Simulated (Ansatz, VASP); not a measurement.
# Cross-check of SiO2 (SiO2 (P3_221)) between VASP and Ansatz

Wanted: the spread between two codes on one cell, functional and k mesh. The cell is taken from a series of runs on this material, whose earlier steps may have relaxed, scaled, displaced or heated it; both programs get it as it stands.

Calculated with Ansatz 0.2.0; plane waves, with VASP 6.6.1 beside it; single point at HSE06.

## Step 1: The starting structure

The structure is trigonal, space group P3_221 (No. 154). The conventional cell has a = 5.021 Å, b = 5.021 Å, c = 5.509 Å, α = 90.00°, β = 90.00°, γ = 120.00°. Nearest to Si lie 4 O at 1.63 Å. Nearest to O lie 2 Si at 1.63 Å. Farther neighbours and most contacts between anions are not listed.

## Step 2: VASP: single point, HSE06

With cell and atoms fixed, the geometry can't cause a difference; cores, projectors, grids and the points listed under the comparison can.

Lines of VASP's logs that name or quote its potential files are left out, and so is its time.

The run reads the wave functions of an earlier VASP run, which isn't shown here.

INCAR reads:

```
SYSTEM = SiO2
PREC = Accurate
ENCUT = 520
EDIFF = 1E-06
NELM = 100
ISMEAR = -1
SIGMA = 0.01
LREAL = .FALSE.
ALGO = Normal
LHFCALC = .TRUE.
AEXX = 0.25
GGA = PE
HFSCREEN = 0.208
LASPH = .TRUE.
NBANDS = 66
PRECFOCK = Fast
LORBIT = 11
LWAVE = .FALSE.
LCHARG = .FALSE.
ISIF = 2
```

POSCAR reads:

```
SiO2
1.0
    5.0208190889     -0.0000000007      0.0000000000
   -2.5104095400      4.3481568813      0.0000000000
    0.0000000000      0.0000000000     11.0185485200
Si O
6 12
Direct
    0.0000000000      0.4764750000      0.1666666667
    0.5235250000      0.5235250000      0.0000000000
    0.4764750000      0.0000000000      0.3333333333
    0.0000000000      0.4764750000      0.6666666667
    0.5235250000      0.5235250000      0.5000000000
    0.4764750000      0.0000000000      0.8333333333
    0.1585800000      0.7441370000      0.2694251667
    0.5855570000      0.8414200000      0.4360918333
    0.2558630000      0.4144430000      0.1027585000
    0.4144430000      0.2558630000      0.3972415000
    0.8414200000      0.5855570000      0.0639081667
    0.7441370000      0.1585800000      0.2305748333
    0.1585800000      0.7441370000      0.7694251667
    0.5855570000      0.8414200000      0.9360918333
    0.2558630000      0.4144430000      0.6027585000
    0.4144430000      0.2558630000      0.8972415000
    0.8414200000      0.5855570000      0.5639081667
    0.7441370000      0.1585800000      0.7305748333
```

KPOINTS reads:

```
Automatic mesh
0
Gamma
2 2 1
0 0 0
```

Potentials, in the order of the species: Si and O (PBE family, release 64).

Started as:

```
> export OMP_NUM_THREADS=3
> mpirun -np 1 vasp_std
```

Numbers of over 12 decimals in the logs are rounded to 6 here.

The program printed:

```text
[banner, memory and clock lines left out]
running    1 mpi-ranks, on    1 nodes
 distrk:  each k-point on    1 cores,    1 groups
 distr:  one band on    1 cores,    1 groups
 Offloading initialized ...    1 GPUs detected
 POSCAR found type information on POSCAR SiO
 POSCAR found :  2 types and      18 ions
|                                                                             |
|               ----> ADVICE to this user running VASP <----                  |
|                                                                             |
|     You have a (more or less) 'large supercell' and for larger cells it     |
|     might be more efficient to use real-space projection operators.         |
|     Therefore, try LREAL= Auto in the INCAR file.                           |
|     Mind: For very accurate calculation, you might also keep the            |
|     reciprocal projection scheme (i.e. LREAL=.FALSE.).                      |
|                                                                             |

 LDA part: xc-table for (Slater+PW92), standard interpolation
 found WAVECAR, reading the header
 POSCAR, INCAR and KPOINTS ok, starting setup
 FFT: planning ... GRIDC
 FFT: planning ... GRID_SOFT
 FFT: planning ... GRID
 reading WAVECAR
 the WAVECAR file was read successfully
 initial charge from wavefunction
 entering main loop
       N       E                     dE             d eps       ncg     rms          rms(c)
DAV:   1    -0.174864139509E+03   -0.17486E+03   -0.26495E+00   300   0.795E+00    0.758E+00
DAV:   2    -0.174884320686E+03   -0.20181E-01   -0.10624E-01   320   0.129E+00    0.563E+00
DAV:   3    -0.174874918439E+03    0.94022E-02   -0.95993E-03   320   0.367E-01    0.338E+00
DAV:   4    -0.174872918098E+03    0.20003E-02   -0.28216E-03   320   0.185E-01    0.192E+00
DAV:   5    -0.174872282806E+03    0.63529E-03   -0.36071E-04   320   0.898E-02    0.109E+00
DAV:   6    -0.174872074416E+03    0.20839E-03   -0.11800E-04   320   0.595E-02    0.616E-01
DAV:   7    -0.174872014267E+03    0.60149E-04   -0.32511E-05   320   0.324E-02    0.350E-01
DAV:   8    -0.174871996998E+03    0.17269E-04   -0.94813E-06   320   0.166E-02    0.199E-01
DAV:   9    -0.174871992813E+03    0.41848E-05   -0.33545E-06   264   0.950E-03    0.113E-01
DAV:  10    -0.174871992226E+03    0.58736E-06   -0.12710E-06   216   0.634E-03
   1 F= -.17487199E+03 E0= -.17487199E+03  d E =-.234367E-12
```

Parts of OUTCAR (step 2):

```text
ion  position               nearest neighbor table
   1  0.000  0.476  0.167-   9 1.63  12 1.63  11 1.63   7 1.63   2 3.12   2 3.12   3 3.12   3 3.12

  LATTYP: Found a hexagonal cell.
 ALAT       =     5.0208190889
 C/A-ratio  =     2.1945719065

 Subroutine GETGRP returns: Found  6 space group operations
 (whereof  2 operations were pure point group operations)

The static configuration has the point symmetry C_2 .
 The point group associated with its full space group is D_3 .

 Found      2 irreducible k-points:

   k-points           NKPTS =      2   k-points in BZ     NKDIM =      4   number of bands    NBANDS=     66

   dimension x,y,z NGX =    40 NGY =   40 NGZ =   84
   dimension x,y,z NGXF=    80 NGYF=   80 NGZF=  168

   ENCUT  =  520.0 eV  38.22 Ry    6.18 a.u.   9.34  9.34 20.49*2*pi/ulx,y,z

   NELECT =      96.0000    total number of electrons

 k-points in reciprocal lattice and weights: Automatic mesh
   0.00000000  0.00000000  0.00000000       0.250
   0.50000000  0.00000000  0.00000000       0.750

  exchange ACFDT corr.  =         0.00000000  see jH, gK, PRB 81, 115126

 average (electrostatic) potential at core
       1 -83.5259       2 -83.5259       3 -83.5259       4 -83.5259       5 -83.5259
       6 -83.5259       7 -66.6958       8 -66.6958       9 -66.6958      10 -66.6958
      11 -66.6958      12 -66.6958      13 -66.6958      14 -66.6958      15 -66.6958
      16 -66.6958      17 -66.6958      18 -66.6958

 E-fermi :  -0.4418

 k-point     1 :       0.0000    0.0000    0.0000
  band No.  band energies     occupation
    ...
     44      -1.0514      2.00000
     45      -1.0514      2.00000
     46      -0.8466      2.00000
     47      -0.8465      2.00000
     48      -0.8433      2.00000
     49       6.8067      0.00000
     50       8.7716      0.00000
     51       8.7716      0.00000
     52       9.9461      0.00000
     53      10.3040      0.00000
    ...

 k-point     2 :       0.5000    0.0000    0.0000
  band No.  band energies     occupation
    ...
     44      -1.5028      2.00000
     45      -1.3331      2.00000
     46      -0.9838      2.00000
     47      -0.9275      2.00000
     48      -0.7244      2.00000
     49       9.0757      0.00000
     50       9.8004      0.00000
     51       9.8514      0.00000
     52      10.3124      0.00000
     53      10.5912      0.00000
    ...

  Total       -8.1123233     -8.1123233     -7.9097227     -0.0000000      0.0000000      0.0000000
  in kB      -54.0320776    -54.0320776    -52.6826578     -0.0000000      0.0000000      0.0000000
  external PRESSURE =     -53.5822710 kB  Pullay stress =       0.0000000 kB

  energy-cutoff  :      520.00
  volume of cell :      240.55
      direct lattice vectors                 reciprocal lattice vectors
     5.020819089 -0.000000001  0.000000000     0.199170690  0.114991251 -0.000000000
    -2.510409540  4.348156881  0.000000000     0.000000000  0.229982502 -0.000000000
     0.000000000  0.000000000 11.018548520    -0.000000000 -0.000000000  0.090756055

 POSITION                                       TOTAL-FORCE (eV/Angst)
 -----------------------------------------------------------------------------------
     -1.19615      2.07179      1.83642         0.012857     -0.022270      0.000000
      1.31426      2.27637      0.00000         0.012857      0.022270      0.000000
      2.39229     -0.00000      3.67285        -0.025715      0.000000     -0.000000
     -1.19615      2.07179      7.34570         0.012857     -0.022270     -0.000000
      1.31426      2.27637      5.50927         0.012857      0.022270      0.000000
      2.39229     -0.00000      9.18212        -0.025715      0.000000     -0.000000
     -1.07189      3.23562      2.96867         0.308706     -0.033241     -0.150227
      0.82767      3.65863      4.80510        -0.183141     -0.250727     -0.150227
      0.24422      1.80206      1.13225        -0.125565      0.283968     -0.150227
      1.43852      1.11253      4.37702         0.308706      0.033241      0.150227
      2.75463      2.54609      0.70418        -0.125565     -0.283968      0.150227
      3.33808      0.68953      2.54060        -0.183141      0.250727      0.150227
     -1.07189      3.23562      8.47795         0.308706     -0.033241     -0.150227
      0.82767      3.65863     10.31437        -0.183141     -0.250727     -0.150227
      0.24422      1.80206      6.64152        -0.125565      0.283968     -0.150227
      1.43852      1.11253      9.88630         0.308706      0.033241      0.150227
      2.75463      2.54609      6.21345        -0.125565     -0.283968      0.150227
      3.33808      0.68953      8.04987        -0.183141      0.250727      0.150227
 -----------------------------------------------------------------------------------
    total drift:                                0.000040      0.000225     -0.000005

  FREE ENERGIE OF THE ION-ELECTRON SYSTEM (eV)
  ---------------------------------------------------
  free  energy   TOTEN  =      -174.8719922259 eV

  energy  without entropy=     -174.8719922259  energy(sigma->0) =     -174.87199223

 total charge
# of ion       s       p       d       tot
------------------------------------------
    1        0.643   0.981   0.000   1.623
    2        0.643   0.981   0.000   1.623
    3        0.643   0.981   0.000   1.623
    4        0.643   0.981   0.000   1.623
    5        0.643   0.981   0.000   1.623
    6        0.643   0.981   0.000   1.623
    7        1.552   3.714   0.000   5.266
    8        1.552   3.714   0.000   5.266
    9        1.552   3.714   0.000   5.266
   10        1.552   3.714   0.000   5.266
   11        1.552   3.714   0.000   5.266
   12        1.552   3.714   0.000   5.266
   13        1.552   3.714   0.000   5.266
   14        1.552   3.714   0.000   5.266
   15        1.552   3.714   0.000   5.266
   16        1.552   3.714   0.000   5.266
   17        1.552   3.714   0.000   5.266
   18        1.552   3.714   0.000   5.266
--------------------------------------------------
tot         22.484  50.446   0.000  72.930
```

The run ends at a pressure of -5.36 GPa, with forces up to 0.34 eV/Å.

(Continued in part 2 of 2.)

[Lines on the potential files, build, host, timing and source positions are cut from VASP's logs without a mark.]

[Logs are printed without paths, hosts, clocks, repeated set-up lines and the standing remarks that a program may print on its own settings, such as how far it seeks lower states.]

[Hosts, paths, dates, database ids (printed as entryN), source tags and the programs' standing remarks are cut or masked in the printed files.]
